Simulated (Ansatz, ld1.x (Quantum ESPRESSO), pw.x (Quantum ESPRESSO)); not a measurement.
**From atom to crystal: TM potential for Tc**

```json
{
 "Element": "Tc",
 "Generator": "ld1.x (Quantum ESPRESSO) 7.5",
 "Type": "norm-conserving Troullier–Martins (Kleinman–Bylander form)",
 "Functional": "PBE",
 "Relativity": "scalar-relativistic",
 "Frozen core": "[Kr]",
 "Valence charge": "7",
 "Reference configuration": "4d5 5s2 5p0",
 "Partial waves": "5s (bound): rc 2.35 bohr; 5p (bound, empty): rc 3.40 bohr; 4d (bound): rc 1.45 bohr",
 "Local potential": "all-electron potential smoothed inside 3.15 bohr (lloc = -2)",
 "Core correction": "a·sin(br)/r model core inside 1.30 bohr"
}
```

Crystal test: diamond Tc in pw.x 7.5, no spin, 8³ k-points, Fermi–Dirac smearing 0.01 Ry, cutoffs 75/300 Ry. The reference is all-electron LAPW (Ansatz 0.2.0) with the same functional, mesh and smearing; V0 and B0 come from Birch–Murnaghan fits to the pressures at five volumes. Errors are pseudo minus all-electron; Δ is the rms difference of the E(V) curves that follow from these fits, minima aligned, over ±6 % about the mean V0. Mesh and smearing are coarse, so the numbers serve the comparison and aren't converged zero-temperature values; the lattice is a test structure that the element need not adopt.

All-electron: a0 = 5.541 Å (V0 = 21.27 Å³/atom), B0 = 149.7 GPa.

Q: How far does the potential miss the all-electron equation of state?

A: mean pressure error (GPa): +11.37. The pressure does not cross zero within the volumes sampled, so no fit is given. The largest radius (3.40 bohr) exceeds half the bond length (2.27 bohr), so the spheres overlap, which is one possible source of error among others. This is a poor potential for the solid.

```json
{"V (Å³/atom)": "20.207", "P all-electron (GPa)": "8.57", "P pseudo (GPa)": "21.89"}
{"V (Å³/atom)": "20.739", "P all-electron (GPa)": "3.99", "P pseudo (GPa)": "16.24"}
{"V (Å³/atom)": "21.271", "P all-electron (GPa)": "-0.01", "P pseudo (GPa)": "11.26"}
{"V (Å³/atom)": "21.803", "P all-electron (GPa)": "-3.52", "P pseudo (GPa)": "6.88"}
{"V (Å³/atom)": "22.335", "P all-electron (GPa)": "-6.58", "P pseudo (GPa)": "3.03"}
```

Q: At the middle volume, how do free energy and pressure move when the wave cutoff is lowered (ecutrho kept at four times it)?

A:

| cutoff (Ry) | shift of F (meV/atom) | shift of P (GPa) |
| --- | --- | --- |
| 34 | +1730.4 | -49.67 |
| 45 | +235.1 | -10.27 |
| 60 | +7.5 | -0.63 |

The run at the middle volume (29 k-points, 8 iterations) took about 25 s on one core of a shared host (Neoverse-V1, 32 threads, 247 GiB, load 17).
